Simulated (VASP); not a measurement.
# NaH (Fm-3m) in VASP: further runs

The runs below take NaH through single point, with PBE.

Program: VASP 6.6.1. These are calculated values, not measurements. Logs are shortened: lines on timing, memory, paths and dates and some standing lists are left out, and cuts for length are marked.

### 1 The structure

The structure is cubic, space group Fm-3m (No. 225). Conventional cell: a = 4.880 Å, b = 4.880 Å, c = 4.880 Å, α = 90.00°, β = 90.00°, γ = 90.00°. Around Na (site symmetry m-3m) lie 6 H at 2.44 Å. H (site symmetry m-3m) has 6 Na at 2.44 Å as nearest neighbours.

### 2 Single point, PBE

The input, INCAR:

```
SYSTEM = NaH
PREC = Accurate
ENCUT = 250
EDIFF = 1E-6
ISMEAR = 0
SIGMA = 0.05
LREAL = .False.
LASPH = .True.
NELM = 100
ALGO = Normal
ISIF = 2
LWAVE = .False.
LCHARG = .False.
GGA = PE
NBANDS = 11
ADDGRID = .False.
```

The input, KPOINTS:

```
Automatic mesh
0
Gamma
  4 4 4
  0 0 0
```

The input, POSCAR:

```
NaH
1.0
    0.0000000000      2.4400000000      2.4400000000
    2.4400000000      0.0000000000      2.4400000000
    2.4400000000      2.4400000000      0.0000000000
Na H
1 1
Direct
   -0.0187210000      0.0228060000      0.0160610000
    0.4668300000      0.5164870000      0.5214060000
```

Potentials or basis: VASP PAW PBE potentials, release 64 (Na_pv, H).

Run with:

```
$ cat potpaw_PBE.64/Na_pv/POTCAR potpaw_PBE.64/H/POTCAR > POTCAR
$ mpirun -np 1 vasp_std > vasp.out
```

OUTCAR:

```text
SYSTEM = NaH
   PREC = Accurate
   ENCUT = 250
   EDIFF = 1E-6
   ISMEAR = 0
   LREAL = .False.
   LASPH = .True.
   NELM = 100
   ISIF = 2
   GGA = PE

 Found     36 irreducible k-points:

 Following reciprocal coordinates:
            Coordinates               Weight
  0.000000  0.000000  0.000000      1.000000
  0.250000  0.000000  0.000000      2.000000
  0.000000  0.250000  0.000000      2.000000
  0.000000  0.000000  0.250000      2.000000
  0.250000  0.250000  0.250000      2.000000
  0.500000  0.000000  0.000000      1.000000
   k-points           NKPTS =     36   k-points in BZ     NKDIM =     36   number of bands    NBANDS=     11
   number of dos      NEDOS =    301   number of ions     NIONS =      2
   total plane-waves  NPLWV =   5832
   dimension x,y,z NGX =    18 NGY =   18 NGZ =   18
   dimension x,y,z NGXF=    36 NGYF=   36 NGZF=   36
   ions per type =               1   1
   NGX,Y,Z   is equivalent  to a cutoff of   8.67,  8.67,  8.67 a.u.
   NGXF,Y,Z  is equivalent  to a cutoff of  17.34, 17.34, 17.34 a.u.
 SYSTEM =  NaH
   PREC   = accura    normal or accurate (medium, high low for compatibility)
   ISTART =      0    job   : 0-new  1-cont  2-samecut
   ICHARG =      2    charge: 1-file 2-atom 10-const
   ISPIN  =      1    spin polarized calculation?
   LNONCOLLINEAR =      F non collinear calculations
   LSORBIT =      F    spin-orbit coupling
   LASPH  =      T    aspherical Exc in radial PAW
   ENCUT  =  250.0 eV  18.37 Ry    4.29 a.u.   4.45  4.45  4.45*2*pi/ulx,y,z
   NELM   =    100;   NELMIN=  2; NELMDL= -5     # of ELM steps
   EDIFF  = 0.1E-05   stopping-criterion for ELM
   LREAL  =      F    real-space projection
   EDIFFG = 0.1E-04   stopping-criterion for IOM
   NSW    =      0    number of steps for IOM
   IBRION =     -1    ionic relax: 0-MD 1-quasi-New 2-CG
   NFREE  =      0    steps in history (QN), initial steepest desc. (CG)
   ISIF   =      2    stress and relaxation
   ISYM   =      2    0-nonsym 1-usesym 2-fastsym
   POTIM  = 0.5000    time-step for ionic-motion
   TEBEG  =    0.0;   TEEND  =   0.0 temperature during run
   PSTRESS=    0.0 pullay stress
   NELECT =       8.0000    total number of electrons
   NUPDOWN=      -1.0000    fix difference up-down
   EMIN   =  10.00;   EMAX   =-10.00  energy-range for DOS
   EFERMI =   0.00;   METHOD = LEGACY
   ISMEAR =     0;   SIGMA  =   0.05  broadening in eV -4-tet -1-fermi 0-gaus
   EFERMI_NEDOS =   21; number of points for ismear=-14 and -15
   IALGO  =     38    algorithm
   IMIX   =      4    mixing-type and parameters
     AMIX     =   0.40;   BMIX     =  1.00
     AMIX_MAG =   1.60;   BMIX_MAG =  1.00
  volume/ion in A,a.u.               =      14.53        98.03
  Fermi-wavevector in a.u.,A,eV,Ry     =   1.065054  2.012660 15.433636  1.134340
  Thomas-Fermi vector in A             =   2.200593
   LORBIT       =      0    0 simple, 1 ext, 2 COOP (PROOUT), +10 PAW based schemes
   GGA     = PE    functional components
   LHFCALC =     F    Hartree Fock is set to
   AEXX    =    0.0000 exact exchange contribution
   IVDW    =     0    specifies the selected vdW correction
   LEPSILON=     F    determine dielectric tensor
   LRPA    =     F    only Hartree local field effects (RPA)
 non-spin polarized calculation
 Gauss-broadening in eV      SIGMA  =   0.05
  energy-cutoff  :      250.00
  volume of cell :       29.05
 maximum number of plane-waves:       268
 NGX is ok and might be reduce to    18
   NGX =  9   NGY =  9   NGZ =  9

 number of electron       8.0000010 magnetization

 Free energy of the ion-electron system (eV)
  ---------------------------------------------------
  ext. energy  EPLUGINS =         0.00000000
  ---------------------------------------------------
  free energy    TOTEN  =        -5.05629497 eV

  energy without entropy =       -5.05629497  energy(sigma->0) =       -5.05629497

 E-fermi :  -0.9340     XC(G=0):  -7.6817

 val. band max:       -1.1895181088   @ k =   0.2500  -0.2500   0.5000
 cond. band min:       2.4959535981   @ k =   0.5000   0.5000   0.5000
 fundamental gap:      3.6854717068
 Fermi energy:        -0.9339813068

 k-point     1 :       0.0000    0.0000    0.0000
  band No.  band energies     occupation
      1     -23.3804      2.00000
      2     -23.3803      2.00000
      3     -23.3800      2.00000
      4      -4.7385      2.00000
      5       9.0089      0.00000
      6      14.1608      0.00000
      7      14.1617      0.00000
      8      14.1757      0.00000
      9      14.9577      0.00000
     10      14.9693      0.00000
     11      14.9780      0.00000

 k-point     2 :       0.2500    0.0000    0.0000
  band No.  band energies     occupation
      1     -23.4235      2.00000
      2     -23.3896      2.00000
      3     -23.3892      2.00000
      4      -3.7334      2.00000
      5       5.8886      0.00000
      6      10.1359      0.00000
      7      12.5788      0.00000
      8      12.5834      0.00000
      9      15.9334      0.00000
     10      15.9356      0.00000
     11      17.2550      0.00000

 k-point     3 :       0.0000    0.2500    0.0000
  band No.  band energies     occupation
      1     -23.4233      2.00000
      2     -23.3896      2.00000
      3     -23.3894      2.00000
      4      -3.7334      2.00000
      5       5.8895      0.00000
      6      10.1330      0.00000
      7      12.5792      0.00000
      8      12.5875      0.00000
      9      15.9322      0.00000
     10      15.9340      0.00000
     11      17.2530      0.00000

 k-point     4 :       0.0000    0.0000    0.2500
  band No.  band energies     occupation
      1     -23.4233      2.00000
      2     -23.3896      2.00000
      3     -23.3894      2.00000
      4      -3.7334      2.00000
      5       5.8895      0.00000
      6      10.1328      0.00000
      7      12.5793      0.00000
      8      12.5877      0.00000
      9      15.9323      0.00000
     10      15.9337      0.00000
     11      17.2528      0.00000

 k-point     5 :       0.2500    0.2500    0.2500
  band No.  band energies     occupation
      1     -23.4236      2.00000
      2     -23.3895      2.00000
      3     -23.3892      2.00000
      4      -3.7334      2.00000
      5       5.8882      0.00000
      6      10.1367      0.00000
      7      12.5784      0.00000
      8      12.5826      0.00000
      9      15.9341      0.00000
     10      15.9361      0.00000
     11      17.2553      0.00000

 k-point     6 :       0.5000    0.0000    0.0000
  band No.  band energies     occupation
      1     -23.4660      2.00000
      2     -23.3970      2.00000
      3     -23.3966      2.00000
      4      -2.0383      2.00000
      5       2.4965      0.00000
      6       9.3940      0.00000
      7      11.9857      0.00000
      8      11.9906      0.00000
      9      14.8434      0.00000
     10      14.8449      0.00000
     11      17.3302      0.00000

 [... further k-points ...]

------------------------ aborting loop because EDIFF is reached ----------------------------------------

  FORCE on cell =-STRESS in cart. coord.  units (eV):
  Direction    XX          YY          ZZ          XY          YZ          ZX
  --------------------------------------------------------------------------------------
  -------------------------------------------------------------------------------------
  Total       -0.9250605     -0.9218293     -0.9108243      0.0001189     -0.0012087     -0.0004565
  in kB      -51.0130452    -50.8348571    -50.2279803      0.0065547     -0.0666570     -0.0251748
  external PRESSURE =     -50.6919608 kB  Pullay stress =       0.0000000 kB

 VOLUME and BASIS-vectors are now :
 -----------------------------------------------------------------------------
  energy-cutoff  :      250.00
  volume of cell :       29.05
      direct lattice vectors                 reciprocal lattice vectors
     0.000000000  2.440000000  2.440000000    -0.204918033  0.204918033  0.204918033
     2.440000000  0.000000000  2.440000000     0.204918033 -0.204918033  0.204918033
     2.440000000  2.440000000  0.000000000     0.204918033  0.204918033 -0.204918033

 POSITION                                       TOTAL-FORCE (eV/Angst)
 -----------------------------------------------------------------------------------
      0.09484      2.43351      2.44997        -0.003228     -0.017463     -0.040376
      2.53246      2.41130      2.39929         0.003228      0.017463      0.040376
 -----------------------------------------------------------------------------------
    total drift:                               -0.002689     -0.000069     -0.000059

  FREE ENERGIE OF THE ION-ELECTRON SYSTEM (eV)
  ---------------------------------------------------
  free  energy   TOTEN  =        -5.0562949702 eV

  energy  without entropy=       -5.0562949702  energy(sigma->0) =       -5.05629497
```

It took 3.6 s on 1 thread of Intel Xeon Platinum 8259CL at 2.50GHz (Skylake/Cascade Lake), shared host; peak memory 0.11 GiB.

The run converged, but a check on its numbers failed (symmetry, net force, bounds or a known fault of this set-up), so they aren't taken as properties of the crystal.

Caveat: the k mesh is coarse (spacing up to 0.56 Å⁻¹), so the values aren't converged; the cutoff lies under the usual one of these potentials, so the numbers hold a large basis-set error.

### 3 Single point, PBE

Changes to INCAR since step 2:

```diff
@@ -2,3 +2,3 @@
 PREC = Accurate
-ENCUT = 250
+ENCUT = 450
 EDIFF = 1E-6
```

The input, KPOINTS:

```
Automatic mesh
0
Gamma
  3 3 3
  0 0 0
```

The input, POSCAR:

```
NaH
1.0
    0.0000000000      2.4400000000      2.4400000000
    2.4400000000      0.0000000000      2.4400000000
    2.4400000000      2.4400000000      0.0000000000
Na H
1 1
Direct
    0.0000000000      0.0000000000      0.0000000000
    0.5000000000      0.5000000000      0.5000000000
```

Potentials or basis: VASP PAW PBE potentials, release 64 (Na_pv, H).

Run with:

```
$ cat potpaw_PBE.64/Na_pv/POTCAR potpaw_PBE.64/H/POTCAR > POTCAR
$ mpirun -np 1 vasp_std > vasp.out
```

Wall time 2 s (1 thread of Intel Xeon Platinum 8259CL at 2.50GHz (Skylake/Cascade Lake), shared host); peak memory 0.12 GiB.

The run converged, but some of its settings lie outside the range that counts as converged, so its numbers aren't taken as properties of the crystal.

What came out:

```yaml
Free_energy: -5.0992 eV
Pressure: -1.0 GPa
Band_gap_on_the_k_mesh: 5.75 eV, indirect (least direct gap 5.86 eV)
```

Caveat: the k mesh is coarse (spacing up to 0.74 Å⁻¹), so the values aren't converged; an odd mesh through Γ misses points on the zone boundary, where band edges often lie.

### 4 Single point, PBE

INCAR is that of step 3.

KPOINTS is that of step 3.

The input, POSCAR:

```
NaH
1.0
    0.0000000000      2.4400000000      2.4400000000
    2.4400000000      0.0000000000      2.4400000000
    2.4400000000      2.4400000000      0.0000000000
Na H
1 1
Direct
   -0.0187210000      0.0228060000      0.0160610000
    0.4668300000      0.5164870000      0.5214060000
```

Potentials or basis: VASP PAW PBE potentials, release 64 (Na_pv, H).

Run with:

```
$ cat potpaw_PBE.64/Na_pv/POTCAR potpaw_PBE.64/H/POTCAR > POTCAR
$ mpirun -np 1 vasp_std > vasp.out
```

OUTCAR:

```text
SYSTEM = NaH
   PREC = Accurate
   ENCUT = 450
   EDIFF = 1E-6
   ISMEAR = 0
   LREAL = .False.
   LASPH = .True.
   NELM = 100
   ISIF = 2
   GGA = PE

 Found     14 irreducible k-points:

 Following reciprocal coordinates:
            Coordinates               Weight
  0.000000  0.000000  0.000000      1.000000
  0.333333  0.000000  0.000000      2.000000
  0.000000  0.333333  0.000000      2.000000
  0.000000  0.000000  0.333333      2.000000
  0.333333  0.333333  0.333333      2.000000
  0.333333  0.333333  0.000000      2.000000
   k-points           NKPTS =     14   k-points in BZ     NKDIM =     14   number of bands    NBANDS=     11
   number of dos      NEDOS =    301   number of ions     NIONS =      2
   total plane-waves  NPLWV =  13824
   dimension x,y,z NGX =    24 NGY =   24 NGZ =   24
   dimension x,y,z NGXF=    48 NGYF=   48 NGZF=   48
   ions per type =               1   1
   NGX,Y,Z   is equivalent  to a cutoff of  11.56, 11.56, 11.56 a.u.
   NGXF,Y,Z  is equivalent  to a cutoff of  23.13, 23.13, 23.13 a.u.
 SYSTEM =  NaH
   PREC   = accura    normal or accurate (medium, high low for compatibility)
   ISTART =      0    job   : 0-new  1-cont  2-samecut
   ICHARG =      2    charge: 1-file 2-atom 10-const
   ISPIN  =      1    spin polarized calculation?
   LNONCOLLINEAR =      F non collinear calculations
   LSORBIT =      F    spin-orbit coupling
   LASPH  =      T    aspherical Exc in radial PAW
   ENCUT  =  450.0 eV  33.07 Ry    5.75 a.u.   5.97  5.97  5.97*2*pi/ulx,y,z
   NELM   =    100;   NELMIN=  2; NELMDL= -5     # of ELM steps
   EDIFF  = 0.1E-05   stopping-criterion for ELM
   LREAL  =      F    real-space projection
   EDIFFG = 0.1E-04   stopping-criterion for IOM
   NSW    =      0    number of steps for IOM
   IBRION =     -1    ionic relax: 0-MD 1-quasi-New 2-CG
   NFREE  =      0    steps in history (QN), initial steepest desc. (CG)
   ISIF   =      2    stress and relaxation
   ISYM   =      2    0-nonsym 1-usesym 2-fastsym
   POTIM  = 0.5000    time-step for ionic-motion
   TEBEG  =    0.0;   TEEND  =   0.0 temperature during run
   PSTRESS=    0.0 pullay stress
   NELECT =       8.0000    total number of electrons
   NUPDOWN=      -1.0000    fix difference up-down
   EMIN   =  10.00;   EMAX   =-10.00  energy-range for DOS
   EFERMI =   0.00;   METHOD = LEGACY
   ISMEAR =     0;   SIGMA  =   0.05  broadening in eV -4-tet -1-fermi 0-gaus
   EFERMI_NEDOS =   21; number of points for ismear=-14 and -15
   IALGO  =     38    algorithm
   IMIX   =      4    mixing-type and parameters
     AMIX     =   0.40;   BMIX     =  1.00
     AMIX_MAG =   1.60;   BMIX_MAG =  1.00
  volume/ion in A,a.u.               =      14.53        98.03
  Fermi-wavevector in a.u.,A,eV,Ry     =   1.065054  2.012660 15.433636  1.134340
  Thomas-Fermi vector in A             =   2.200593
   LORBIT       =      0    0 simple, 1 ext, 2 COOP (PROOUT), +10 PAW based schemes
   GGA     = PE    functional components
   LHFCALC =     F    Hartree Fock is set to
   AEXX    =    0.0000 exact exchange contribution
   IVDW    =     0    specifies the selected vdW correction
   LEPSILON=     F    determine dielectric tensor
   LRPA    =     F    only Hartree local field effects (RPA)
 non-spin polarized calculation
 Gauss-broadening in eV      SIGMA  =   0.05
  energy-cutoff  :      450.00
  volume of cell :       29.05
 maximum number of plane-waves:       634
   NGX = 11   NGY = 11   NGZ = 11

 number of electron       7.9999993 magnetization

 Free energy of the ion-electron system (eV)
  ---------------------------------------------------
  ext. energy  EPLUGINS =         0.00000000
  ---------------------------------------------------
  free energy    TOTEN  =        -5.09796869 eV

  energy without entropy =       -5.09796869  energy(sigma->0) =       -5.09796869

 E-fermi :  -1.2358     XC(G=0):  -7.6762

 val. band max:       -1.4700859993   @ k =   0.3333  -0.3333  -0.3333
 cond. band min:       4.2817491426   @ k =   0.3333   0.3333   0.3333
 fundamental gap:      5.7518351419
 Fermi energy:        -1.2357696284

 k-point     1 :       0.0000    0.0000    0.0000
  band No.  band energies     occupation
      1     -23.3557      2.00000
      2     -23.3557      2.00000
      3     -23.3553      2.00000
      4      -4.7462      2.00000
      5       8.9434      0.00000
      6      14.1609      0.00000
      7      14.1617      0.00000
      8      14.1754      0.00000
      9      14.9704      0.00000
     10      14.9820      0.00000
     11      14.9906      0.00000

 k-point     2 :       0.3333    0.0000    0.0000
  band No.  band energies     occupation
      1     -23.4194      2.00000
      2     -23.3634      2.00000
      3     -23.3631      2.00000
      4      -3.0541      2.00000
      5       4.2819      0.00000
      6       9.6677      0.00000
      7      12.2546      0.00000
      8      12.2592      0.00000
      9      15.3757      0.00000
     10      15.3772      0.00000
     11      17.5119      0.00000

 k-point     3 :       0.0000    0.3333    0.0000
  band No.  band energies     occupation
      1     -23.4192      2.00000
      2     -23.3634      2.00000
      3     -23.3633      2.00000
      4      -3.0542      2.00000
      5       4.2829      0.00000
      6       9.6642      0.00000
      7      12.2553      0.00000
      8      12.2638      0.00000
      9      15.3750      0.00000
     10      15.3757      0.00000
     11      17.5107      0.00000

 k-point     4 :       0.0000    0.0000    0.3333
  band No.  band energies     occupation
      1     -23.4192      2.00000
      2     -23.3634      2.00000
      3     -23.3633      2.00000
      4      -3.0542      2.00000
      5       4.2829      0.00000
      6       9.6640      0.00000
      7      12.2553      0.00000
      8      12.2641      0.00000
      9      15.3750      0.00000
     10      15.3756      0.00000
     11      17.5106      0.00000

 k-point     5 :       0.3333    0.3333    0.3333
  band No.  band energies     occupation
      1     -23.4194      2.00000
      2     -23.3634      2.00000
      3     -23.3631      2.00000
      4      -3.0541      2.00000
      5       4.2817      0.00000
      6       9.6683      0.00000
      7      12.2543      0.00000
      8      12.2585      0.00000
      9      15.3760      0.00000
     10      15.3773      0.00000
     11      17.5122      0.00000

 k-point     6 :       0.3333    0.3333    0.0000
  band No.  band energies     occupation
      1     -23.4139      2.00000
      2     -23.3774      2.00000
      3     -23.3773      2.00000
      4      -2.5764      2.00000
      5       4.8576      0.00000
      6       9.4028      0.00000
      7       9.8452      0.00000
      8       9.8482      0.00000
      9      11.6401      0.00000
     10      19.6471      0.00000
     11      21.8610      0.00000

 [... further k-points ...]

------------------------ aborting loop because EDIFF is reached ----------------------------------------

  FORCE on cell =-STRESS in cart. coord.  units (eV):
  Direction    XX          YY          ZZ          XY          YZ          ZX
  --------------------------------------------------------------------------------------
  -------------------------------------------------------------------------------------
  Total       -0.1774119     -0.1747253     -0.1632473     -0.0000299     -0.0011213     -0.0000341
  in kB       -9.7834897     -9.6353362     -9.0023753     -0.0016479     -0.0618350     -0.0018825
  external PRESSURE =      -9.4737337 kB  Pullay stress =       0.0000000 kB

 VOLUME and BASIS-vectors are now :
 -----------------------------------------------------------------------------
  energy-cutoff  :      450.00
  volume of cell :       29.05
      direct lattice vectors                 reciprocal lattice vectors
     0.000000000  2.440000000  2.440000000    -0.204918033  0.204918033  0.204918033
     2.440000000  0.000000000  2.440000000     0.204918033 -0.204918033  0.204918033
     2.440000000  2.440000000  0.000000000     0.204918033  0.204918033 -0.204918033

 POSITION                                       TOTAL-FORCE (eV/Angst)
 -----------------------------------------------------------------------------------
      0.09484      2.43351      2.44997        -0.001891     -0.017161     -0.039348
      2.53246      2.41130      2.39929         0.001891      0.017161      0.039348
 -----------------------------------------------------------------------------------
    total drift:                               -0.000125     -0.000078      0.000345

  FREE ENERGIE OF THE ION-ELECTRON SYSTEM (eV)
  ---------------------------------------------------
  free  energy   TOTEN  =        -5.0979686939 eV

  energy  without entropy=       -5.0979686939  energy(sigma->0) =       -5.09796869
```

Run time: 2.9 s. Hardware: 1 thread of Intel Xeon Platinum 8259CL at 2.50GHz (Skylake/Cascade Lake), shared host; peak memory 0.12 GiB.

The run converged, but some of its settings lie outside the range that counts as converged, so its numbers aren't taken as properties of the crystal.

Results:

- Free energy: -5.0980 eV
- Pressure: -0.9 GPa
- Largest force: 0.043 eV/Å
- Band gap on the k mesh: 5.75 eV, indirect (least direct gap 5.84 eV)

Caveat: the k mesh is coarse (spacing up to 0.74 Å⁻¹), so the values aren't converged; an odd mesh through Γ misses points on the zone boundary, where band edges often lie.

(Part 1 of 2 ends here.)
